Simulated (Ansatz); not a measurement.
# AlNi2: the cost of one run

Method: DFT PBEsol, scalar-relativistic, plane waves, PAW, in Ansatz 0.2.0.

1 further run of the same task is left out (set aside as unsound or not needed). Runs told in other sessions of the task aren't counted.

## (1) The starting structure

The structure is orthorhombic, space group Pnnm (No. 58). The conventional cell has a = 4.701 Å, b = 5.081 Å, c = 3.117 Å, α = 90.00°, β = 90.00°, γ = 90.00°. Around B (site symmetry 2/m) lie 6 Pd at 2.10 to 2.12 Å. Pd (site symmetry m) has 3 B at 2.10 to 2.12 Å in its first shell of neighbours.

Structure file:

```
CELL_PARAMETERS angstrom
4.70097 0.00000 0.00000
0.00000 5.08149 0.00000
0.00000 0.00000 3.11680
ATOMIC_POSITIONS crystal
B 0.00000 0.00000 0.00000
B 0.50000 0.50000 0.50000
Pd 0.25272 0.34459 0.00000
Pd 0.74728 0.65541 0.00000
Pd 0.75272 0.15541 0.50000
Pd 0.24728 0.84459 0.50000
```

This cell was relaxed beforehand with the same method: volume 12.41 Å³/atom, gap on the mesh none (metal).

## (2) The substitution B → Al, Pd → Ni

The start of AlNi2: fractional positions of relaxed BPd2, cell scaled by 1.013, a guess from tabulated radii. Atoms that may carry a moment start with parallel spins.

## (3) Quick check of gap, pressure and forces (AlNi2)

input.yaml reads:

```yaml
crystal:
  lattice:
    - [4.7611110928, 0.0, 0.0]
    - [0.0, 5.14649998, 0.0]
    - [0.0, 0.0, 3.1566810196]
  atoms:
    - { symbol: Al, position: [0.0, 0.0, 0.0] }
    - { symbol: Al, position: [0.5, 0.5, 0.5] }
    - { symbol: Ni, position: [0.2527230724, 0.3445926508, 0.0], spin: 2.0 }
    - { symbol: Ni, position: [0.7472769276, 0.6554073492, 0.0], spin: 2.0 }
    - { symbol: Ni, position: [0.7527230724, 0.1554073492, 0.5], spin: 2.0 }
    - { symbol: Ni, position: [0.2472769276, 0.8445926508, 0.5], spin: 2.0 }
basis:
  ecutwfc: 420
kpoints:
  mp_grid: { grid: [4, 4, 6] }
hamiltonian:
  xc: pbesol
scf:
  occupations: { method: gaussian, width: 0.1 }
  lower_state_search: "off"
output:
  forces: true
  stress: true
  eigenvalues: true
  populations: true
magnetization:
  spin_polarized: true
```

Run with:

```bash
$ ansatz run input.yaml --threads 1 --pin off --max-ram 2560MiB --backend cpu --events-out ev --progress --plain --runs-dir out
```

What time and memory should one allow on 1 thread of Intel Xeon Platinum 8259CL at 2.50GHz (Skylake/Cascade Lake), shared host?

About 22 s, with a peak of 0.54 GiB.
